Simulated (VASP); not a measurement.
# CdF2 (Fm-3m) in VASP: a series of runs

Runs on CdF2. Level: PBE. Tasks: single point, relaxation of cell and atoms.

Program: VASP 6.6.1. These are calculated values, not measurements. Logs are shortened: lines on timing, memory, paths and dates and some standing lists are left out, and cuts for length are marked.

### Step 1. The undisturbed crystal

Symmetry: Fm-3m, No. 225, cubic system. Conventional cell: a = 5.481 Å, b = 5.481 Å, c = 5.481 Å, α = 90.00°, β = 90.00°, γ = 90.00°. Around Cd (site symmetry m-3m) lie 8 F at 2.37 Å. F (site symmetry -43m) has 4 Cd at 2.37 Å as nearest neighbours.

The cell was relaxed by an earlier calculation.

### Step 2. Single point, PBE (cell and atoms relaxed from a first guess)

Contents of INCAR:

```
SYSTEM = CdF2
  PREC = Accurate
  ENCUT = 520
  EDIFF = 1E-7
  ISMEAR = -1
  SIGMA = 0.05
  LREAL = .False.
  LASPH = .True.
  NELM = 80
  ALGO = Normal
  ISIF = 2
  LWAVE = .False.
  LCHARG = .False.
  GGA = PE
  NBANDS = 20
```

Contents of KPOINTS:

```
Automatic mesh
0
Gamma
  11 11 11
  0 0 0
```

Contents of POSCAR:

```
CdF2
1.0
    0.0000000000      2.7407197213      2.7407197213
    2.7407197213      0.0000000000      2.7407197213
    2.7407197213      2.7407197213      0.0000000000
Cd F
1 2
Direct
    0.0000000000      0.0000000000      0.0000000000
    0.2500000000      0.2500000000      0.2500000000
    0.7500000000      0.7500000000      0.7500000000
```

Potentials or basis: VASP PAW PBE potentials, release 64 (Cd, F).

On the command line:

```sh
> cat potpaw_PBE.64/Cd/POTCAR potpaw_PBE.64/F/POTCAR > POTCAR
> mpirun -np 1 vasp_std > vasp.out
```

OUTCAR:

```text
SYSTEM = CdF2
   PREC = Accurate
   ENCUT = 520
   EDIFF = 1E-7
   ISMEAR = -1
   LREAL = .False.
   LASPH = .True.
   NELM = 80
   ISIF = 2
   GGA = PE

 ion  position               nearest neighbor table
   1  0.000  0.000  0.000-   3 2.37   3 2.37   3 2.37   2 2.37   3 2.37   2 2.37   2 2.37   2 2.37

   2  0.250  0.250  0.250-   1 2.37   1 2.37   1 2.37   1 2.37
   3  0.750  0.750  0.750-   1 2.37   1 2.37   1 2.37   1 2.37

  LATTYP: Found a face centered cubic cell.
 ALAT       =     5.4814394426

  Lattice vectors:

 A1 = (   0.0000000000,   2.7407197213,   2.7407197213)
 A2 = (   2.7407197213,   0.0000000000,   2.7407197213)
 A3 = (   2.7407197213,   2.7407197213,   0.0000000000)

Analysis of symmetry for initial positions (statically):
=====================================================================
 Subroutine PRICEL returns:
 Original cell was already a primitive cell.

 Routine SETGRP: Setting up the symmetry group for a
 face centered cubic supercell.

 Subroutine GETGRP returns: Found 48 space group operations
 (whereof 48 operations were pure point group operations)
 out of a pool of 48 trial point group operations.

The static configuration has the point symmetry O_h .

Analysis of symmetry for dynamics (positions and initial velocities):
=====================================================================
 Subroutine PRICEL returns:
 Original cell was already a primitive cell.

 Routine SETGRP: Setting up the symmetry group for a
 face centered cubic supercell.

 Subroutine GETGRP returns: Found 48 space group operations
 (whereof 48 operations were pure point group operations)
 out of a pool of 48 trial point group operations.

The dynamic configuration has the point symmetry O_h .

 Subroutine INISYM returns: Found 48 space group operations
 (whereof 48 operations are pure point group operations),
 and found     1 'primitive' translations

----------------------------------------------------------------------------------------

                                     Primitive cell

  volume of cell :      41.1741

  direct lattice vectors                    reciprocal lattice vectors
     0.000000000  2.740719721  2.740719721    -0.182433832  0.182433832  0.182433832
     2.740719721  0.000000000  2.740719721     0.182433832 -0.182433832  0.182433832
     2.740719721  2.740719721  0.000000000     0.182433832  0.182433832 -0.182433832

  length of vectors
     3.875963001  3.875963001  3.875963001     0.315984665  0.315984665  0.315984665

  position of ions in fractional coordinates (direct lattice)
     0.000000000  0.000000000  0.000000000
     0.250000000  0.250000000  0.250000000
     0.750000000  0.750000000  0.750000000

  ion indices of the primitive-cell ions
   primitive index   ion index
                 1           1
                 2           2
                 3           3

----------------------------------------------------------------------------------------

 KPOINTS: Automatic mesh

Automatic generation of k-mesh.
 Grid dimensions read from file:
 generate k-points for:   11   11   11

 Generating k-lattice:

  Cartesian coordinates                     Fractional coordinates (reciprocal lattice)
    -0.016584894  0.016584894  0.016584894     0.090909091  0.000000000  0.000000000
     0.016584894 -0.016584894  0.016584894     0.000000000  0.090909091  0.000000000
     0.016584894  0.016584894 -0.016584894     0.000000000  0.000000000  0.090909091

  Length of vectors
     0.028725879  0.028725879  0.028725879

  Shift w.r.t. Gamma in fractional coordinates (k-lattice)
     0.000000000  0.000000000  0.000000000

 Subroutine IBZKPT returns following result:
 ===========================================

 Found     56 irreducible k-points:

 Following reciprocal coordinates:
            Coordinates               Weight
  0.000000  0.000000  0.000000      1.000000
  0.090909  0.000000  0.000000      8.000000
  0.181818  0.000000  0.000000      8.000000
  0.272727  0.000000  0.000000      8.000000
  0.363636  0.000000  0.000000      8.000000
  0.454545  0.000000  0.000000      8.000000
[... 16 lines left out ...]
 -0.272727  0.181818  0.000000     24.000000
 -0.181818  0.181818  0.000000     12.000000
 [... further k-points ...]
   k-points           NKPTS =     56   k-points in BZ     NKDIM =     56   number of bands    NBANDS=     20
   number of dos      NEDOS =    301   number of ions     NIONS =      3
   total plane-waves  NPLWV =  27000
   dimension x,y,z NGX =    30 NGY =   30 NGZ =   30
   dimension x,y,z NGXF=    60 NGYF=   60 NGZF=   60
   ions per type =               1   2
   NGX,Y,Z   is equivalent  to a cutoff of  12.87, 12.87, 12.87 a.u.
   NGXF,Y,Z  is equivalent  to a cutoff of  25.73, 25.73, 25.73 a.u.
 SYSTEM =  CdF2
   PREC   = accura    normal or accurate (medium, high low for compatibility)
   ISTART =      0    job   : 0-new  1-cont  2-samecut
   ICHARG =      2    charge: 1-file 2-atom 10-const
   ISPIN  =      1    spin polarized calculation?
   LNONCOLLINEAR =      F non collinear calculations
   LSORBIT =      F    spin-orbit coupling
   LASPH  =      T    aspherical Exc in radial PAW
   ENCUT  =  520.0 eV  38.22 Ry    6.18 a.u.   7.21  7.21  7.21*2*pi/ulx,y,z
   NELM   =     80;   NELMIN=  2; NELMDL= -5     # of ELM steps
   EDIFF  = 0.1E-06   stopping-criterion for ELM
   LREAL  =      F    real-space projection
   EDIFFG = 0.1E-05   stopping-criterion for IOM
   NSW    =      0    number of steps for IOM
   IBRION =     -1    ionic relax: 0-MD 1-quasi-New 2-CG
   NFREE  =      0    steps in history (QN), initial steepest desc. (CG)
   ISIF   =      2    stress and relaxation
   ISYM   =      2    0-nonsym 1-usesym 2-fastsym
   POTIM  = 0.5000    time-step for ionic-motion
   TEBEG  =    0.0;   TEEND  =   0.0 temperature during run
   PSTRESS=    0.0 pullay stress
   NELECT =      26.0000    total number of electrons
   NUPDOWN=      -1.0000    fix difference up-down
   EMIN   =  10.00;   EMAX   =-10.00  energy-range for DOS
   EFERMI =   0.00;   METHOD = LEGACY
   ISMEAR =    -1;   SIGMA  =   0.05  broadening in eV -4-tet -1-fermi 0-gaus
   EFERMI_NEDOS =   21; number of points for ismear=-14 and -15
   IALGO  =     38    algorithm
   IMIX   =      4    mixing-type and parameters
     AMIX     =   0.40;   BMIX     =  1.00
     AMIX_MAG =   1.60;   BMIX_MAG =  1.00
  volume/ion in A,a.u.               =      13.72        92.62
  Fermi-wavevector in a.u.,A,eV,Ry     =   1.404509  2.654138 26.839488  1.972647
  Thomas-Fermi vector in A             =   2.527064
   LORBIT       =      0    0 simple, 1 ext, 2 COOP (PROOUT), +10 PAW based schemes
   GGA     = PE    functional components
   LHFCALC =     F    Hartree Fock is set to
   AEXX    =    0.0000 exact exchange contribution
   IVDW    =     0    specifies the selected vdW correction
   LEPSILON=     F    determine dielectric tensor
   LRPA    =     F    only Hartree local field effects (RPA)
 non-spin polarized calculation
  energy-cutoff  :      520.00
  volume of cell :       41.17
 maximum number of plane-waves:      1129
 NGX is ok and might be reduce to    30
   NGX = 15   NGY = 15   NGZ = 15

 number of electron      25.9999995 magnetization

 Free energy of the ion-electron system (eV)
  ---------------------------------------------------
  ext. energy  EPLUGINS =         0.00000000
  ---------------------------------------------------
  free energy    TOTEN  =       -10.90524954 eV

  energy without entropy =      -10.90524954  energy(sigma->0) =      -10.90524954

 E-fermi :  -0.6246     XC(G=0): -10.1344

 val. band max:       -1.7071605253   @ k =  -0.2727   0.4545   0.1818
 cond. band min:       1.2014518363   @ k =   0.0000   0.0000   0.0000
 fundamental gap:      2.9086123616
 Fermi energy:        -0.6245588365

 k-point     1 :       0.0000    0.0000    0.0000
  band No.  band energies     occupation
      1     -22.2162      2.00000
      2     -21.2486      2.00000
      3      -7.1649      2.00000
      4      -7.1649      2.00000
      5      -7.1649      2.00000
      6      -6.1701      2.00000
[... 12 lines left out ...]
     19      17.8387      0.00000
     20      17.8387      0.00000

 k-point     2 :       0.0909    0.0000    0.0000
  band No.  band energies     occupation
      1     -22.1941      2.00000
      2     -21.2691      2.00000
      3      -7.1371      2.00000
      4      -7.1371      2.00000
      5      -7.0876      2.00000
      6      -6.1778      2.00000
[... 12 lines left out ...]
     19      17.5997      0.00000
     20      17.5997      0.00000

 k-point     3 :       0.1818    0.0000    0.0000
  band No.  band energies     occupation
      1     -22.1279      2.00000
      2     -21.3277      2.00000
      3      -7.0641      2.00000
      4      -7.0641      2.00000
      5      -6.8698      2.00000
      6      -6.1918      2.00000
[... 12 lines left out ...]
     19      17.1143      0.00000
     20      17.1143      0.00000

 k-point     4 :       0.2727    0.0000    0.0000
  band No.  band energies     occupation
      1     -22.0282      2.00000
      2     -21.4154      2.00000
      3      -6.9764      2.00000
      4      -6.9764      2.00000
      5      -6.5535      2.00000
      6      -6.1889      2.00000
[... 12 lines left out ...]
     19      16.6550      0.00000
     20      17.3328      0.00000

 k-point     5 :       0.3636    0.0000    0.0000
  band No.  band energies     occupation
      1     -21.9084      2.00000
      2     -21.5237      2.00000
      3      -6.9105      2.00000
      4      -6.9105      2.00000
      5      -6.2153      2.00000
      6      -6.1547      2.00000
[... 12 lines left out ...]
     19      16.3263      0.00000
     20      16.9906      0.00000
[... 353 lines left out ...]
      6      -6.1434      2.00000
[... 12 lines left out ...]
     19      16.8304      0.00000
     20      19.3886      0.00000

 k-point    22 :      -0.3636    0.1818    0.0000
  band No.  band energies     occupation
      1     -21.7934      2.00000
      2     -21.6204      2.00000
      3      -6.8127      2.00000
      4      -6.7452      2.00000
      5      -6.2238      2.00000
      6      -6.1368      2.00000
[... 12 lines left out ...]
     19      16.3203      0.00000
     20      19.3537      0.00000

 k-point    23 :      -0.2727    0.1818    0.0000
  band No.  band energies     occupation
      1     -21.9014      2.00000
      2     -21.5229      2.00000
      3      -6.8575      2.00000
      4      -6.8039      2.00000
      5      -6.2820      2.00000
      6      -6.2607      2.00000
[... 12 lines left out ...]
     19      16.0341      0.00000
     20      19.3791      0.00000

 k-point    24 :      -0.1818    0.1818    0.0000
  band No.  band energies     occupation
      1     -22.0014      2.00000
      2     -21.4362      2.00000
      3      -6.9277      2.00000
      4      -6.9081      2.00000
      5      -6.5008      2.00000
      6      -6.2784      2.00000
[... 12 lines left out ...]
     19      16.1104      0.00000
     20      19.1008      0.00000

 [... further k-points ...]

------------------------ aborting loop because EDIFF is reached ----------------------------------------

  FORCE on cell =-STRESS in cart. coord.  units (eV):
  Direction    XX          YY          ZZ          XY          YZ          ZX
  --------------------------------------------------------------------------------------
  -------------------------------------------------------------------------------------
  Total        0.1340131      0.1340131      0.1340131     -0.0000000     -0.0000000     -0.0000000
  in kB        5.2147555      5.2147555      5.2147555     -0.0000000     -0.0000000     -0.0000000
  external PRESSURE =       5.2147555 kB  Pullay stress =       0.0000000 kB

 VOLUME and BASIS-vectors are now :
 -----------------------------------------------------------------------------
  energy-cutoff  :      520.00
  volume of cell :       41.17
      direct lattice vectors                 reciprocal lattice vectors
     0.000000000  2.740719721  2.740719721    -0.182433832  0.182433832  0.182433832
     2.740719721  0.000000000  2.740719721     0.182433832 -0.182433832  0.182433832
     2.740719721  2.740719721  0.000000000     0.182433832  0.182433832 -0.182433832

 POSITION                                       TOTAL-FORCE (eV/Angst)
 -----------------------------------------------------------------------------------
      0.00000      0.00000      0.00000         0.000000      0.000000      0.000000
      1.37036      1.37036      1.37036         0.000000      0.000000      0.000000
      4.11108      4.11108      4.11108        -0.000000     -0.000000     -0.000000
 -----------------------------------------------------------------------------------
    total drift:                                0.000000     -0.000000      0.000000

  FREE ENERGIE OF THE ION-ELECTRON SYSTEM (eV)
  ---------------------------------------------------
  free  energy   TOTEN  =       -10.9052495374 eV

  energy  without entropy=      -10.9052495373  energy(sigma->0) =      -10.90524954
```

Wall time 62 s (1 thread of Intel Xeon Platinum 8488C (Sapphire Rapids), shared host); peak memory 0.18 GiB.

What came out:

```
Free energy            : -10.9052 eV
Pressure               : 0.5 GPa
Band gap on the k mesh : 2.91 eV, indirect (least direct gap 3.44 eV)
```

Caveat: an odd mesh through Γ misses points on the zone boundary, where band edges often lie.

### Step 3. Relaxation of cell and atoms, PBE (cell and atoms relaxed from a first guess)

Contents of INCAR:

```
ALGO = Fast
EDIFF = 1E-7
EDIFFG = -0.005
ENCUT = 600
GGA = PE
IBRION = 2
ISIF = 3
ISMEAR = -1
LASPH = T
LCHARG = F
LREAL = F
LWAVE = F
NELM = 80
NSW = 100
PREC = Accurate
SIGMA = 0.05
```

Contents of KPOINTS:

```
k-points
0
Gamma
  11 11 11
```

Contents of POSCAR:

```
CdF2
1.0
    0.0000000000      2.5553258337      2.5553258337
    2.5553258337      0.0000000000      2.5553258337
    2.5553258337      2.5553258337      0.0000000000
Cd F
1 2
Direct
    0.0000000000      0.0000000000      0.0000000000
    0.2500000000      0.2500000000      0.2500000000
    0.7500000000      0.7500000000      0.7500000000
```

Potentials or basis: VASP PAW PBE potentials, release 64 (Cd, F).

On the command line:

```sh
> cat potpaw_PBE.64/Cd/POTCAR potpaw_PBE.64/F/POTCAR > POTCAR
> mpirun -np 1 vasp_std > vasp.out
```

It took 3.4 min on 1 thread of Intel Xeon Platinum 8488C (Sapphire Rapids), shared host; peak memory 0.2 GiB.

Results (log left out):

```
Free energy                            : -10.8904 eV
Relaxed volume                         : 13.80 Å³/atom
Relaxed cell                           : a = 3.883 Å, b = 3.883 Å, c = 3.883 Å, α = 60.00°, β = 60.00°, γ = 60.00°
Space group after relaxing (to 0.05 Å) : Fm-3m (No. 225)
Energy gained by relaxing              : 232.5 meV/atom
Ionic steps                            : 5
Pressure after relaxing                : 0.0 GPa
Band gap on the k mesh                 : 2.89 eV, indirect (least direct gap 3.43 eV)
```

Step by step:
```csv
step,energy change (eV),largest force (eV/Å),pressure (GPa),volume (Å³)
1,0.0000,0.0000,34.22,33.37
2,-0.5572,0.0000,-8.54,46.21
3,-0.6974,0.0000,0.27,41.28
4,-0.6975,0.0000,-0.11,41.45
5,-0.6975,0.0000,0.01,41.39
```

Final structure:
```
CELL_PARAMETERS angstrom
0.00000 2.74555 2.74555
2.74555 0.00000 2.74555
2.74555 2.74555 0.00000
ATOMIC_POSITIONS crystal
Cd 0.00000 0.00000 0.00000
F 0.25000 0.25000 0.25000
F 0.75000 0.75000 0.75000
```

Levels at points of the mesh, in eV from the valence-band top:
| k point | band 11 | band 12 | band 13 | band 14 | band 15 | band 16 |
| --- | --- | --- | --- | --- | --- | --- |
| (0.00, 0.00, 0.00) | -0.54 | -0.54 | -0.54 | 2.89 | 12.45 | 12.45 |

Caveat: the volume moved by over 15 % at a fixed basis, so the end points are rough; an odd mesh through Γ misses points on the zone boundary, where band edges often lie.
